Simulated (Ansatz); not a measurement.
# NbAs: the cost of one run

Program: Ansatz 0.2.0. Level of theory: DFT PBE, scalar-relativistic, plane waves, PAW. These are calculated values, not measurements.

1 further run of the same task is left out (for a known fault of the program). Runs told in other sessions of the task aren't counted.

## Step 1: The structure to begin with

Symmetry: Fm-3m, No. 225, cubic system. Conventional cell: a = 5.276 Å, b = 5.276 Å, c = 5.276 Å, α = 90.00°, β = 90.00°, γ = 90.00°. Around Nb (site symmetry m-3m) lie 6 As at 2.64 Å. Around As (site symmetry m-3m) lie 6 Nb at 2.64 Å.

As a file:

```cif
data_structure
_symmetry_space_group_name_H-M 'P 1'
_symmetry_Int_Tables_number 1
_cell_length_a 3.7304
_cell_length_b 3.7304
_cell_length_c 3.7304
_cell_angle_alpha 60.000
_cell_angle_beta 60.000
_cell_angle_gamma 60.000
_cell_volume 36.71
loop_
_atom_site_label
_atom_site_type_symbol
_atom_site_fract_x
_atom_site_fract_y
_atom_site_fract_z
_atom_site_occupancy
Nb1 Nb 0.50000 0.50000 0.50000 1
As1 As 0.00000 0.00000 0.00000 1
```

This cell comes from an earlier session at PBE: 18.353 Å³/atom at -0.14 GPa, on a 12×12×12 mesh.

The changes: atom 1 (Nb) moved 0.08 Å along y; atom 2 (As) moved 0.02 Å along x; strain e5 = +0.01, atoms carried along; strain e5 = -0.02, atoms carried along; all atoms moved at random (σ = 0.03 Å), cell strained at random (1 %); all atoms moved at random (σ = 0.06 Å), cell strained at random (1 %).

## Step 2: Atom 1 (Nb) moved 0.08 Å along y

Contents of input.yaml:

```yaml
crystal:
  lattice:
    - [0.0, 2.6377696511, 2.6377696511]
    - [2.6377696511, 0.0, 2.6377696511]
    - [2.6377696511, 2.6377696511, 0.0]
  atoms:
    - { symbol: Nb, position: [0.5151643264, 0.4848356736, 0.5151643264] }
    - { symbol: As, position: [0.0, 0.0, 0.0] }
basis:
  ecutwfc: 420
  ecutrho_ratio: 4
kpoints:
  mp_grid: { grid: [12, 12, 12] }
hamiltonian:
  xc: pbe
scf:
  occupations: { method: gaussian, width: 0.05 }
output:
  forces: true
  stress: true
  eigenvalues: true
  write_density: true
  write_potential: true
  elf: true
  volumetric_format: npy
```

On the command line:

```bash
> ansatz run input.yaml --threads 2 --pin off --max-ram 2662MiB --backend cpu --events-out ev --progress --plain --runs-dir out
```

What time and memory should one allow on 2 threads of Arm Neoverse V2, shared host?

About 6.4 s, with a peak of 0.41 GiB.
